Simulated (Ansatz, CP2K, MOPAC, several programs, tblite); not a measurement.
Energy against volume for an ordered 6-atom cell of SnGe2 on the diamond lattice (P-3m1), at fixed shape and fractional coordinates, computed by several methods (PBE and r2SCAN, where shown, with plane waves in Ansatz); the cell shown is that of r2SCAN. With free coordinates or axes held, a curve is too stiff, and on another method's shape its minimum isn't the method's own volume. It is trigonal, P-3m1 (No. 164); conventional cell a = 4.242 Å, c = 10.358 Å, 26.90 Å³ an atom. Ge is surrounded by 1 Ge at 2.45 Å and 3 Sn at 2.62 Å; Ge is surrounded by 3 Ge at 2.56 Å and 1 Sn at 2.66 Å; Sn is surrounded by 4 Ge at 2.62–2.66 Å. Computed, not measured; no magnetism was allowed, and whether the structure is a known phase isn't checked. Energies count from each curve's lowest point; fits are third-order Birch-Murnaghan.

```yaml
crystal:
  lattice:
    - [4.24170, 0.00000, 0.00000]
    - [-2.12085, 3.67342, 0.00000]
    - [0.00000, 0.00000, 10.35772]
  atoms:
    - { symbol: Ge, position: [0.00000, 0.00000, 0.88186] }
    - { symbol: Ge, position: [0.66667, 0.33333, 0.53552] }
    - { symbol: Sn, position: [0.33333, 0.66667, 0.20802] }
    - { symbol: Sn, position: [0.66667, 0.33333, 0.79198] }
    - { symbol: Ge, position: [0.33333, 0.66667, 0.46448] }
    - { symbol: Ge, position: [0.00000, 0.00000, 0.11814] }
```

Problem. PBE/DZVP (CP2K), on the shape of the cell shown, gives
```csv
V (Å³/atom),E (meV/atom)
23.670,167.59
25.284,65.32
26.898,14.32
28.512,0.00
30.126,11.36
```
What equilibrium volume and bulk modulus follow?

Solution. V₀ = 28.52 Å³ an atom and B₀ = 45 GPa.

PM7 (MOPAC), on the shape of the cell shown, as a cluster of 54 atoms at the zone centre:
```csv
V (Å³/atom),E (meV/atom)
23.670,0.00
25.284,159.77
26.898,374.76
28.512,628.94
30.126,908.36
```
The lowest point is an end point, so the minimum isn't bracketed.

Problem. GFN1-xTB (tblite), on the shape of the cell shown, as a cluster of 54 atoms at the zone centre, gives

| V (Å³/atom) | E (meV/atom) |
| --- | --- |
| 23.670 | 187.41 |
| 25.284 | 62.05 |
| 26.898 | 6.69 |
| 28.512 | 0.00 |
| 30.126 | 26.87 |

What equilibrium volume and bulk modulus follow?

Solution. V₀ = 27.96 Å³ an atom and B₀ = 65 GPa.

Problem. r2SCAN, on the shape of its own relaxed cell, gives
```csv
V (Å³/atom),E (meV/atom)
25.284,19.78
26.091,4.61
26.898,0.00
27.705,4.25
28.512,15.89
```
What equilibrium volume and bulk modulus follow?

Solution. V₀ = 26.89 Å³ an atom and B₀ = 58 GPa.

Problem. PBE/SZV (CP2K), on the shape of the cell shown, gives
```
V (Å³/atom)  E (meV/atom)
     23.670         91.65
     25.284         18.68
     26.898          0.00
     28.512         20.84
     30.126         69.82
```
What equilibrium volume and bulk modulus follow?

Solution. V₀ = 26.77 Å³ an atom and B₀ = 66 GPa.
